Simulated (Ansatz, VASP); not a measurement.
Given: the input of a run of Ansatz 0.2.0 on Os.

Contents of input.yaml:

```yaml
crystal:
  lattice:
    - [0.0, 1.945, 1.945]
    - [1.945, 0.0, 1.945]
    - [1.945, 1.945, 0.0]
  atoms:
    - { symbol: Os, position: [0.0, 0.0, 0.0] }
kpoints:
  mp_grid: { grid: [12, 12, 12] }
scf:
  occupations: { method: fermi_dirac, width: 0.05 }
hamiltonian:
  xc: pbe
  pseudopotentials: { kind: all_electron, lapw: { basis_error: 0.001 } }
output:
  forces: true
  stress: true
  eigenvalues: true
  populations: true
```

Potentials or basis: all-electron LAPW, scalar-relativistic.

The run is started by

```sh
$ ansatz run input.yaml --threads 1 --pin off --max-ram 2560MiB --backend cpu --events-out ev --progress --plain --runs-dir out
```

Question: Translate it to VASP 6.6.1. Potentials there: VASP PAW PBE potentials, release 64 (Os).

Answer: As run (the cutoff follows the program's own potentials):

File INCAR:

```
  PREC = Accurate
  ENCUT = 520
  EDIFF = 1E-6
  ISMEAR = -1
  SIGMA = 0.05
  LREAL = F
  LASPH = T
  NELM = 80
  ALGO = Normal
  ISIF = 2
  LWAVE = F
  LCHARG = F
  GGA = PE
  NBANDS = 10
```

File KPOINTS:

```
regular mesh
0
Gamma
  12 12 12
```

The input POSCAR:

```
Os
1.0
    0.0000000000      1.9450000000      1.9450000000
    1.9450000000      0.0000000000      1.9450000000
    1.9450000000      1.9450000000      0.0000000000
Os
1
Direct
    0.0000000000      0.0000000000      0.0000000000
```

Potentials or basis: VASP PAW PBE potentials, release 64 (Os).

Command:

```sh
$ cat potpaw_PBE.64/Os/POTCAR > POTCAR
$ mpirun -np 1 vasp_std > vasp.out
```

Both were run:

|  | VASP | Ansatz | Ansatz less VASP |
| --- | --- | --- | --- |
| gap on the k mesh at the Fermi level (eV) | none | none | - |
| pressure (GPa) | -10.3 | -10.0 | +0.30 |

A gap of «none» marks a metal or a gap that the smearing closes. Ansatz ran all-electron here, so the differences hold the error of VASP's frozen core and of both bases.

The runs have no spin-orbit coupling, so splittings on Os are missing.
